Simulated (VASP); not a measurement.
## YN: single point with PBE

YN:

```
Y N
1.0
     0.00000    2.43850    2.43850
     2.43850    0.00000    2.43850
     2.43850    2.43850    0.00000
Y N
1 1
Direct
  0.00000 0.00000 0.00000
  0.50000 0.50000 0.50000
```

| Property | Result |
| --- | --- |
| Program | VASP 6.6.1 |
| Task | single point |
| Functional | PBE |
| Potentials or basis | VASP PAW PBE potentials, release 64 (Y_sv_GW, N_GW) |
| Cutoff | 550 eV |
| k mesh | 9 × 9 × 9 |
| Occupations | gaussian, width 0.02 eV |
| Spin | no spin polarisation |
| Further INCAR settings | ALGO = Normal; EDIFF = 1.00e-07; NBANDS = 15 |

* Pressure: 2.6 GPa
* Band gap on the k mesh: 0.24 eV, indirect (least direct gap 0.64 eV)

Levels at points of the mesh, in eV from the valence-band top:
```csv
k point,band 6,band 7,band 8,band 9,band 10,band 11
"(0.00, 0.00, 0.00)",0.00,0.00,0.00,3.15,3.15,3.15
```

Run time: 36 s on 1 thread of Intel(R) Xeon(R) Platinum 8488C (Sapphire Rapids) (shared host), peak memory 0.17 GiB.

Caveat: an odd mesh through Γ misses points on the zone boundary, where band edges often lie.
